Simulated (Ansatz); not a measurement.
# An added O started as a split pair with an O atom in rocksalt MgO, 65 atoms, charge 0

All numbers come from Ansatz (PAW, plane waves, no spin–orbit coupling) at the single k point (¼, ¼, ¼) without its symmetry partners. The atoms were relaxed with PBEsol in a fixed cell; other functionals are single points on those atoms unless said otherwise. The valence top and gap of the host come from its small cell on a dense mesh, with the band extrema sought between the mesh points, lined up by the mean potential, PBEsol gap 4.62 eV, HSE06 gap 6.46 eV, r²SCAN gap 5.61 eV.

Cell: a = 8.429 Å, b = 8.429 Å, c = 8.429 Å, α = 90.00°, β = 90.00°, γ = 90.00°.

Nearest atoms after relaxation, from the placed atom (for vacancies from the middle of the vacant sites): O at 1.42 Å, Mg at 1.92 Å, Mg at 1.92 Å, Mg at 1.92 Å, O at 2.53 Å, O at 2.53 Å, O at 2.54 Å, Mg at 2.72 Å.

Chemical potentials μ are those of reference phases of the elements at zero temperature by the same functional (the usual solids, diamond for C, grey Sn, and the molecules H2, N2, O2, F2, Cl2, Br2 and S8).

```tsv
functional	E(defect) − E(host) − Σ nμ + q·E_VBM (eV)	monopole (eV)	alignment (eV)	formation energy at E_F = VBM (eV)	moment (μB)	wall time, shared host
PBEsol	2.45	0.00	0.00	2.45	0 (no spin)	12 s on NVIDIA H100 (relaxation)
HSE06	2.61	0.00	0.00	2.61	0 (no spin)	21 s on NVIDIA H100
r²SCAN	2.60	0.00	0.00	2.60	0 (no spin)	7.7 s on NVIDIA H100
```

HSE06 one-electron levels near the gap (the ten most localised at most), from the host's valence top:

| level (eV) | spin | filling | atoms sharing it | element of the atom with most weight |
| --- | --- | --- | --- | --- |
| -0.29 | both | 2.00 | 26.5 | spread |
| -0.24 | both | 2.00 | 24.4 | spread |
| -0.22 | both | 2.00 | 22.4 | spread |
| 0.05 | both | 2.00 | 34.2 | spread |
| 0.06 | both | 2.00 | 32.2 | spread |
| 0.31 | both | 2.00 | 6.1 | O |
| 0.40 | both | 2.00 | 6.2 | O |

r²SCAN one-electron levels near the gap (the ten most localised at most), from the host's valence top:

```csv
level (eV),spin,filling,atoms sharing it,element of the atom with most weight
-0.27,both,2.00,24.4,spread
-0.25,both,2.00,25.0,spread
-0.21,both,2.00,23.9,spread
-0.18,both,2.00,21.3,spread
0.08,both,2.00,31.6,spread
0.08,both,2.00,33.8,spread
0.47,both,2.00,5.2,O
0.55,both,2.00,5.5,O
```

All elements are taken at their own reference at once; growth conditions in equilibrium with the host shift these energies, by up to the host's formation enthalpy.

One k point and a cell of this size can leave errors of several tenths of an eV in such numbers.
